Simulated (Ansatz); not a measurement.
Pb under strains and displacements

Theory: DFT PBE, scalar-relativistic, plane waves, PAW (Ansatz 0.2.0).

Cutoff 420 eV; k points 15×15×4 on the computed 4-atom cell (Γ-centred); Gaussian smearing, width 0.10 eV; no spin polarisation.

Reference cell:

```
CELL_PARAMETERS angstrom
3.52437 0.00000 0.00000
-1.76218 3.05219 0.00000
0.00000 0.00000 11.49524
ATOMIC_POSITIONS crystal
Pb 0.00000 0.00000 0.00000
Pb 0.33333 0.66667 0.25000
Pb 0.00000 0.00000 0.50000
Pb 0.66667 0.33333 0.75000
```

Each variant moves atoms of this cell by the vectors given, if any (Å), and then applies a symmetric strain (tensor components, Cartesian axes). The reference cell isn't relaxed at this level. Energies are per atom at zero smearing, counted from the lowest variant. Pressure is positive in compression.

1. strain (xx yy zz yz xz xy, %) -1.09 -1.09 -2.59 0.00 0.00 0.00
2. strain (xx yy zz yz xz xy, %) -1.15 -1.15 -4.15 0.00 0.00 0.00
3. strain (xx yy zz yz xz xy, %) 1.63 1.63 0.13 0.00 0.00 0.00; moves: Pb1 (0.000, 0.000, 0.085); Pb3 (0.000, 0.000, -0.085)
4. strain (xx yy zz yz xz xy, %) -5.39 -5.39 3.61 0.00 0.00 0.00
5. strain (xx yy zz yz xz xy, %) -0.60 -0.60 -3.60 0.00 0.00 0.00
6. strain (xx yy zz yz xz xy, %) 2.44 2.44 -6.56 0.00 0.00 0.00; moves: Pb1 (0.000, 0.000, -0.150); Pb2 (0.000, 0.000, 0.150); Pb3 (0.000, 0.000, -0.150); Pb4 (0.000, 0.000, 0.150)
7. strain (xx yy zz yz xz xy, %) 1.36 1.36 -0.14 0.00 0.00 0.00
8. strain (xx yy zz yz xz xy, %) 4.20 4.20 1.20 0.00 0.00 0.00

(1) Order the variants by energy, lowest first.

(2) Order them by pressure, highest first.

Spin–orbit coupling is left out, which can shift energies with elements as heavy as these.

Answers

(1) 7 (0.0 meV/atom), 3 (4.4 meV/atom), 8 (15.5 meV/atom), 1 (28.4 meV/atom), 5 (32.7 meV/atom), 2 (46.6 meV/atom), 4 (84.0 meV/atom), 6 (100.2 meV/atom).

(2) 4 (5.86 GPa), 2 (5.07 GPa), 6 (4.38 GPa), 5 (4.06 GPa), 1 (3.94 GPa), 7 (0.33 GPa), 3 (0.10 GPa), 8 (-2.06 GPa).

This form isn't the element's structure at ambient conditions.